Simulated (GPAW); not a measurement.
A run of GPAW 26.7.0 is set up as follows.

run.py

```python
from ase import Atoms
from ase.calculators.mixing import SumCalculator
from ase.filters import FrechetCellFilter
from ase.io import write
from ase.optimize import BFGS
from dftd3.ase import DFTD3
from gpaw import GPAW, PW, setup_paths

setup_paths.insert(0, '.')

atoms = Atoms(['W', 'C'],
              cell=[[2.9065, 0.0, 0.0],
                    [-1.45325, 2.5171028361, 0.0],
                    [0.0, 0.0, 2.8366]],
              scaled_positions=[[0.0, 0.0, 0.0],
                                [0.6666666667, 0.3333333333, 0.5]],
              pbc=True)

calc = GPAW(mode=PW(800),
            xc='PBEsol',
            kpts={'size': (9, 9, 8), 'gamma': True},
            occupations={'name': 'fermi-dirac', 'width': 0.05},
            nbands=19,
            convergence={'density': 1e-05, 'forces': 0.0001},
            maxiter=150,
            txt='gpaw.txt')
atoms.calc = SumCalculator([calc, DFTD3(damping='d3bj', params_tweaks=dict(method='pbesol', atm=True))])
opt = BFGS(FrechetCellFilter(atoms), trajectory='relax.traj', logfile='-')
done = opt.run(fmax=0.02, steps=60)
calc.write('gs.gpw')
write('result.traj', atoms)
print('Converged:', done)
print('Cell:', atoms.cell.cellpar().round(4))
print('Volume:', round(atoms.get_volume(), 4))
print(atoms.get_scaled_positions().round(5))
```

Potentials or basis: PAW data sets generated in the run's folder for this functional, pw.

Run with:

```sh
$ gpaw-setup -f PBEsol C W
$ OMP_NUM_THREADS=1 python run.py
```

Predict the relaxed volume.

10.14 Å³/atom.

What does it give for the relaxed cell?

a = 2.885 Å, b = 2.885 Å, c = 2.813 Å, α = 90.00°, β = 90.00°, γ = 120.00°.

Predict the space group after relaxing (to 0.05 Å).

P-6m2 (No. 187).

The path:
```
step  energy change (eV)  largest force (eV/Å)  pressure (GPa)  volume (Å³)
   1              0.0000                0.0000           -9.45        20.75
   2             -0.0113                0.0000           -4.24        20.48
   3             -0.0137                0.0000            0.10        20.27
   4             -0.0137                0.0000            0.00        20.27
```

Caveat: later steps reuse the first step's grids; pairwise dispersion overbinds metals, which lowers pressure and volume. The run has no spin-orbit coupling, so splittings on W are missing.
